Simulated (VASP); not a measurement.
# S (R-3m) in VASP: further runs

Runs on S. Level: PBEsol. Tasks: single point, relaxation of cell and atoms.

All numbers are computed with VASP 6.6.1; they aren't measurements. Logs are shortened: lines on timing, memory, paths and dates and some standing lists are left out, and cuts for length are marked.

### Step 1. The crystal as given

Symmetry: R-3m, No. 166, trigonal system. The conventional cell has a = 3.730 Å, b = 3.730 Å, c = 4.111 Å, α = 90.00°, β = 90.00°, γ = 120.00°. S (site symmetry -3m) is surrounded by 6 S at 2.55 Å.

This isn't the form of S at room conditions, which is orthorhombic, of S8 rings.

### Step 2. Single point, PBEsol

INCAR

```
PREC = Accurate
ENCUT = 520
EDIFF = 1E-6
ISMEAR = 1
SIGMA = 0.02
LREAL = False
LASPH = True
NELM = 100
ALGO = Normal
ISIF = 2
LWAVE = False
LCHARG = False
GGA = PS
NBANDS = 9
```

KPOINTS

```
regular mesh
0
Gamma
  8 8 8
```

POSCAR

```
S
1.0
    1.8649760676      1.0767444373      1.3702033742
   -1.8649760676      1.0767444373      1.3702033742
    0.0000000000     -2.1534888667      1.3702033805
S
1
Direct
    0.0000000000      0.0000000000      0.0000000000
```

Potentials or basis: VASP PAW PBE potentials, release 64 (S).

Launch:

```console
$ cat potpaw_PBE.64/S/POTCAR > POTCAR
$ mpirun -np 1 vasp_std > vasp.out
```

OUTCAR:

```text
PREC = Accurate
   ENCUT = 520
   EDIFF = 1E-6
   ISMEAR = 1
   LREAL = False
   LASPH = True
   NELM = 100
   ISIF = 2
   GGA = PS

 ion  position               nearest neighbor table
   1  0.000  0.000  0.000-

  LATTYP: Found a trigonal (rhomboedric) cell.
 ALAT       =     2.5524442408
 COS(alpha) =    -0.0677362680

  Lattice vectors:

 A1 = (   1.8649760676,   1.0767444373,   1.3702033742)
 A2 = (  -1.8649760676,   1.0767444373,   1.3702033742)
 A3 = (   0.0000000000,  -2.1534888667,   1.3702033805)

Analysis of symmetry for initial positions (statically):
=====================================================================
 Subroutine PRICEL returns:
 Original cell was already a primitive cell.

 Routine SETGRP: Setting up the symmetry group for a
 trigonal (rhombohedral) supercell.

 Subroutine GETGRP returns: Found 12 space group operations
 (whereof 12 operations were pure point group operations)
 out of a pool of 12 trial point group operations.

The static configuration has the point symmetry D_3d.

Analysis of symmetry for dynamics (positions and initial velocities):
=====================================================================
 Subroutine PRICEL returns:
 Original cell was already a primitive cell.

 Routine SETGRP: Setting up the symmetry group for a
 trigonal (rhombohedral) supercell.

 Subroutine GETGRP returns: Found 12 space group operations
 (whereof 12 operations were pure point group operations)
 out of a pool of 12 trial point group operations.

The dynamic configuration has the point symmetry D_3d.

 Subroutine INISYM returns: Found 12 space group operations
 (whereof 12 operations are pure point group operations),
 and found     1 'primitive' translations

----------------------------------------------------------------------------------------

                                     Primitive cell

  volume of cell :      16.5091

  direct lattice vectors                    reciprocal lattice vectors
     1.864976068  1.076744437  1.370203374     0.268099955  0.154787582  0.243272888
    -1.864976068  1.076744437  1.370203374    -0.268099955  0.154787582  0.243272888
     0.000000000 -2.153488867  1.370203381     0.000000000 -0.309575162  0.243272889

  length of vectors
     2.552444241  2.552444241  2.552444241     0.393723862  0.393723862  0.393723862

  position of ions in fractional coordinates (direct lattice)
     0.000000000  0.000000000  0.000000000

[... 78 lines left out ...]
   NSW    =      0    number of steps for IOM
   IBRION =     -1    ionic relax: 0-MD 1-quasi-New 2-CG
   NFREE  =      0    steps in history (QN), initial steepest desc. (CG)
   ISIF   =      2    stress and relaxation
   ISYM   =      2    0-nonsym 1-usesym 2-fastsym
   POTIM  = 0.5000    time-step for ionic-motion
   TEBEG  =    0.0;   TEEND  =   0.0 temperature during run
   PSTRESS=    0.0 pullay stress
   NELECT =       6.0000    total number of electrons
   NUPDOWN=      -1.0000    fix difference up-down
   EMIN   =  10.00;   EMAX   =-10.00  energy-range for DOS
   EFERMI =   0.00;   METHOD = LEGACY
   ISMEAR =     1;   SIGMA  =   0.02  broadening in eV -4-tet -1-fermi 0-gaus
   EFERMI_NEDOS =   21; number of points for ismear=-14 and -15
   IALGO  =     38    algorithm
   IMIX   =      4    mixing-type and parameters
     AMIX     =   0.40;   BMIX     =  1.00
     AMIX_MAG =   1.60;   BMIX_MAG =  1.00
  volume/ion in A,a.u.               =      16.51       111.41
  Fermi-wavevector in a.u.,A,eV,Ry     =   1.168291  2.207751 18.570658  1.364905
  Thomas-Fermi vector in A             =   2.304780
   LORBIT       =      0    0 simple, 1 ext, 2 COOP (PROOUT), +10 PAW based schemes
   GGA     = PS    functional components
   LHFCALC =     F    Hartree Fock is set to
   AEXX    =    0.0000 exact exchange contribution
   IVDW    =     0    specifies the selected vdW correction
   LEPSILON=     F    determine dielectric tensor
   LRPA    =     F    only Hartree local field effects (RPA)
 non-spin polarized calculation
 Methfessel and Paxton  Order N= 1 SIGMA  =   0.02
  energy-cutoff  :      520.00
  volume of cell :       16.51
 maximum number of plane-waves:       450
   NGX =  9   NGY =  9   NGZ =  9

 number of electron       5.9999998 magnetization

 Free energy of the ion-electron system (eV)
  ---------------------------------------------------
  ext. energy  EPLUGINS =         0.00000000
  ---------------------------------------------------
  free energy    TOTEN  =        -3.94258723 eV

  energy without entropy =       -3.94258121  energy(sigma->0) =       -3.94258522

 E-fermi :   7.4665     XC(G=0): -10.9300

 val. band max:        7.4630833966   @ k =   0.5000   0.5000   0.2500
 cond. band min:       7.4824358453   @ k =  -0.1250   0.2500   0.1250
 fundamental gap:      0.0193524486
 Fermi energy:         7.4665435099

 k-point     1 :       0.0000    0.0000    0.0000
  band No.  band energies     occupation
      1      -9.8627      2.00000
      2       8.7123      0.00000
      3       9.3195      0.00000
      4       9.3195      0.00000
      5      14.8505      0.00000
      6      14.8505      0.00000
      7      17.9116      0.00000
      8      29.0187      0.00000
      9      29.2639      0.00000
[... 265 lines left out ...]
 k-point    24 :       0.3750    0.1250    0.1250
  band No.  band energies     occupation
      1      -6.8648      2.00000
      2       0.6274      2.00000
      3       7.9703      0.00000
      4       8.2385      0.00000
      5      18.4810      0.00000
      6      19.7116      0.00000
      7      20.9672      0.00000
      8      23.5918      0.00000
      9      27.0023      0.00000

 [... further k-points ...]

------------------------ aborting loop because EDIFF is reached ----------------------------------------

  FORCE on cell =-STRESS in cart. coord.  units (eV):
  Direction    XX          YY          ZZ          XY          YZ          ZX
  --------------------------------------------------------------------------------------
  -------------------------------------------------------------------------------------
  Total        0.0143969      0.0143969      0.0089327      0.0000000     -0.0000000      0.0000000
  in kB        1.3971927      1.3971927      0.8668995      0.0000000     -0.0000000      0.0000000
  external PRESSURE =       1.2204283 kB  Pullay stress =       0.0000000 kB

 VOLUME and BASIS-vectors are now :
 -----------------------------------------------------------------------------
  energy-cutoff  :      520.00
  volume of cell :       16.51
      direct lattice vectors                 reciprocal lattice vectors
     1.864976068  1.076744437  1.370203374     0.268099955  0.154787582  0.243272888
    -1.864976068  1.076744437  1.370203374    -0.268099955  0.154787582  0.243272888
     0.000000000 -2.153488867  1.370203381     0.000000000 -0.309575162  0.243272889

 POSITION                                       TOTAL-FORCE (eV/Angst)
 -----------------------------------------------------------------------------------
      0.00000      0.00000      0.00000         0.000000     -0.000000      0.000000
 -----------------------------------------------------------------------------------
    total drift:                               -0.000000     -0.000000      0.000000

  FREE ENERGIE OF THE ION-ELECTRON SYSTEM (eV)
  ---------------------------------------------------
  free  energy   TOTEN  =        -3.9425872309 eV

  energy  without entropy=       -3.9425812101  energy(sigma->0) =       -3.94258522
```

stdout:

```text
POSCAR found type information on POSCAR S
 POSCAR found :  1 types and       1 ions
 scaLAPACK will be used
 -----------------------------------------------------------------------------
|                                                                             |
|                                                                             |
|     You enforced a specific xc type in the INCAR file but a different       |
|     I HOPE YOU KNOW WHAT YOU ARE DOING!                                     |
|                                                                             |
 -----------------------------------------------------------------------------

 LDA part: xc-table for (Slater+PW92), standard interpolation
 POSCAR, INCAR and KPOINTS ok, starting setup
 FFT: planning ... GRIDC
 FFT: planning ... GRID_SOFT
 FFT: planning ... GRID
 WAVECAR not read
 entering main loop
```

Wall time 2.8 s (1 thread of Intel Xeon 6975P-C (Granite Rapids), shared host); peak memory 0.12 GiB.

Results:

* Free energy: -3.9426 eV
* Pressure: 0.1 GPa
* Band gap on the k mesh: none (metal or under the smearing width)

Caveat: the PAW data sets were made with another functional, which shifts forces and pressure a little.

### Step 3. Relaxation of cell and atoms, PBEsol

This run uses another cell than the first one, of 8.01 Å³/atom, 0.485 times its volume.

INCAR

```
PREC = Accurate ; ENCUT = 600
EDIFF = 1E-6 ; ISMEAR = 1
SIGMA = 0.02 ; LREAL = F
LASPH = T ; NELM = 100
ALGO = Normal ; ISIF = 3
LWAVE = F ; LCHARG = F
GGA = PS ; IBRION = 2
NSW = 80 ; EDIFFG = -0.001
```

KPOINTS is that of step 2.

POSCAR

```
S
1.0
    1.6385000000      0.9459884200      0.8613333300
   -1.6385000000      0.9459884200      0.8613333300
    0.0000000000     -1.8919768300      0.8613333300
S
1
Direct
    0.0000000000      0.0000000000      0.0000000000
```

Potentials or basis: VASP PAW PBE potentials, release 64 (S).

Launch:

```console
$ cat potpaw_PBE.64/S/POTCAR > POTCAR
$ mpirun -np 1 vasp_std > vasp.out
```

Run time: 22 s. Hardware: 1 thread of Intel Xeon 6975P-C (Granite Rapids), shared host; peak memory 0.11 GiB.

The run converged. Its results:

```yaml
Free_energy: -3.9322 eV
Relaxed_volume: 16.44 Å³/atom
Relaxed_cell: a = 2.551 Å, b = 2.551 Å, c = 2.551 Å, α = 94.40°, β = 94.40°, γ = 94.40°
Space_group_after_relaxing_to_0.05_Å: R-3m (No. 166)
Energy_gained_by_relaxing: 2989.8 meV/atom
Ionic_steps: 28
Pressure_after_relaxing: 0.0 GPa
Band_gap_on_the_k_mesh: none (metal or under the smearing width)
```

Step by step:
```
step  energy change (eV)  largest force (eV/Å)  pressure (GPa)  volume (Å³)
   1              0.0000                0.0000          206.27         8.01
   2             -1.7624                0.0000          -16.65        26.90
   3             -2.7872                0.0000           -1.73        15.46
   4             -2.7890                0.0000           -0.71        15.27
   5             -2.7895                0.0000            0.51        15.09
   6             -2.8805                0.0000            1.92        15.32
   7             -2.9602                0.0000            4.12        15.52
   8             -2.9505                0.0000            7.54        15.39
   9             -2.8643                0.0000          -11.07        18.58
  10             -2.9692                0.0000            0.27        16.31
  11             -2.9693                0.0000            0.84        16.24
  12             -2.9732                0.0000            0.57        16.31
  13             -2.9749                0.0000            0.08        16.37
  14             -2.9859                0.0000           -0.04        16.46
  15             -2.9893                0.0000           -0.98        16.59
  16             -2.9891                0.0000           -0.68        16.58
  17             -2.9894                0.0000           -0.85        16.58
  18             -2.9858                0.0000            2.06        16.05
  19             -2.9898                0.0000           -0.16        16.46
  20             -2.9898                0.0000           -0.11        16.45
  21             -2.9898                0.0000           -0.10        16.46
  22             -2.9898                0.0000           -0.11        16.46
  23             -2.9898                0.0000            0.10        16.43
  24             -2.9898                0.0000           -0.03        16.45
  25             -2.9898                0.0000           -0.02        16.45
  26             -2.9898                0.0000            0.05        16.44
  27             -2.9898                0.0000            0.01        16.44
  28             -2.9898                0.0000            0.01        16.44
```

Final structure:
```
S
1.0
     1.87171    1.08063    1.35491
    -1.87171    1.08063    1.35491
     0.00000   -2.16127    1.35491
S
1
Direct
  0.00000 0.00000 0.00000
```

Levels at points of the mesh, in eV from the Fermi level:
```tsv
k point	band 1	band 2	band 3	band 4	band 5	band 6	band 7
(0.00, 0.00, 0.00)	-17.34	1.24	1.93	1.93	7.45	7.45	10.51
(0.50, 0.00, 0.00)	-14.35	-8.43	2.93	3.40	9.27	12.39	14.69
(0.50, 0.50, 0.00)	-11.43	-6.51	-5.37	2.37	4.51	13.38	17.01
(0.50, 0.50, 0.50)	-8.38	-4.32	-4.32	-2.94	4.94	4.94	7.22
```

Caveat: the k mesh is coarse (spacing up to 0.41 Å⁻¹), so the values aren't converged; the volume moved by over 15 % at a fixed basis, so the end points are rough; the PAW data sets were made with another functional, which shifts forces and pressure a little; the volume moved by +105 % from the deposited cell, more than functionals usually miss. Zero-point motion and thermal expansion aren't in these numbers.
